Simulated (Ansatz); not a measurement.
# CaF2: strong compression

Aim: compress CaF2 step by step, far beyond the usual range, and follow pressure and electronic structure. The runs shown use LAPW. Companion runs by PAW are cited. Its runs: the reference run (LAPW); volume scaled by 0.9 (LAPW); volume scaled by 0.6 (LAPW); volume scaled by 0.4 (LAPW).

Program: Ansatz 0.2.0. Level of theory: DFT, PBEsol, all-electron LAPW, scalar-relativistic. These are calculated values, not measurements.

1 further run of the same task is left out (it didn't finish).

## 1. Starting point

The structure is cubic, space group Fm-3m (No. 225). Conventional cell: a = 5.516 Å, b = 5.516 Å, c = 5.516 Å, α = 90.00°, β = 90.00°, γ = 90.00°. Ca (site symmetry m-3m) is surrounded by 8 F at 2.39 Å. F (site symmetry -43m) has 4 Ca at 2.39 Å as nearest neighbours.

As a file:

```xyz
3
Lattice="0.0000 2.7580 2.7580 2.7580 0.0000 2.7580 2.7580 2.7580 0.0000" Properties=species:S:1:pos:R:3 pbc="T T T"
Ca    0.0000    0.0000    0.0000
F     4.1370    4.1370    4.1370
F     1.3790    1.3790    1.3790
```

Whether this phase is the stable one at these pressures isn't tested.

Atoms are numbered in the order of the input: Ca1, F2, F3.

## 2. The reference volume, LAPW

input.yaml reads:

```yaml
crystal:
  lattice:
    - [0.0, 2.7580259682, 2.7580259682]
    - [2.7580259682, 0.0, 2.7580259682]
    - [2.7580259682, 2.7580259682, 0.0]
  atoms:
    - { symbol: Ca, position: [0.0, 0.0, 0.0] }
    - { symbol: F, position: [0.75, 0.75, 0.75] }
    - { symbol: F, position: [0.25, 0.25, 0.25] }
kpoints:
  mp_grid: { grid: [9, 9, 9] }
  band_path:
    path:
      - [0.0, 0.0, 0.0]
      - [0.5, 0.0, 0.5]
      - [0.625, 0.25, 0.625]
      - [0.375, 0.375, 0.75]
      - [0.0, 0.0, 0.0]
      - [0.5, 0.5, 0.5]
      - [0.5, 0.25, 0.75]
      - [0.5, 0.0, 0.5]
    npoints: 14
scf:
  occupations: { method: fermi_dirac, width: 0.03 }
hamiltonian:
  xc: pbesol
  pseudopotentials: { kind: all_electron, lapw: { basis_error: 0.001 } }
output:
  forces: true
  stress: true
  eigenvalues: true
  populations: true
```

Launch:

```
ansatz run input.yaml --threads 1 --pin off --max-ram 3072MiB --backend cpu --events-out ev --progress --plain --runs-dir out
```

## 3. Volume scaled by 0.9, LAPW

Edit input.yaml of step 2 so:

```diff
@@ -2,5 +2,5 @@
   lattice:
-    - [0.0, 2.7580259682, 2.7580259682]
-    - [2.7580259682, 0.0, 2.7580259682]
-    - [2.7580259682, 2.7580259682, 0.0]
+    - [0.0, 2.6628447948, 2.6628447948]
+    - [2.6628447948, 0.0, 2.6628447948]
+    - [2.6628447948, 2.6628447948, 0.0]
   atoms:
@@ -21,3 +21,3 @@
       - [0.5, 0.0, 0.5]
-    npoints: 14
+    npoints: 6
 scf:
```

## 4. Volume scaled by 0.6, LAPW

Edit input.yaml of step 3 so:

```diff
@@ -2,5 +2,5 @@
   lattice:
-    - [0.0, 2.6628447948, 2.6628447948]
-    - [2.6628447948, 0.0, 2.6628447948]
-    - [2.6628447948, 2.6628447948, 0.0]
+    - [0.0, 2.3262091933, 2.3262091933]
+    - [2.3262091933, 0.0, 2.3262091933]
+    - [2.3262091933, 2.3262091933, 0.0]
   atoms:
```

## 5. Volume scaled by 0.4, LAPW

Edit input.yaml of step 4 so:

```diff
@@ -2,5 +2,5 @@
   lattice:
-    - [0.0, 2.3262091933, 2.3262091933]
-    - [2.3262091933, 0.0, 2.3262091933]
-    - [2.3262091933, 2.3262091933, 0.0]
+    - [0.0, 2.0321309082, 2.0321309082]
+    - [2.0321309082, 0.0, 2.0321309082]
+    - [2.0321309082, 2.0321309082, 0.0]
   atoms:
```

(Steps that only read results are left out.)

Before running it: what results should come out? Wanted: LAPW pressure at 0.4 of the volume; PAW pressure at 0.4 of the volume; fitted bulk modulus at zero pressure.

**Answer**, as computed:

```
                                   quantity      value
         LAPW pressure at 0.4 of the volume  512.9 GPa
          PAW pressure at 0.4 of the volume  511.2 GPa
fitted bulk modulus at zero pressure (LAPW)     91 GPa
                    its pressure derivative       4.25
```

**Reading.** At 0.4 of the starting volume LAPW gives 513 GPa. One third-order Birch-Murnaghan curve follows these points (B₀ = 91 GPa, B′ = 4.25, misfit at most 0.46 GPa). A fit over so wide a range leans to the high pressures, so B₀ can be off by several per cent. Where LAPW's pressure is over 3 GPa, PAW's departs from it by at most 0.3 %, at 0.4 of the volume. The gap goes from 6.94 to 9.35 eV. The ions are at rest, and the electrons smeared by 0.03 eV.

The gaps are Kohn-Sham values of a semilocal functional, not quasiparticle or optical gaps. Such gaps usually fall short of the measured ones.
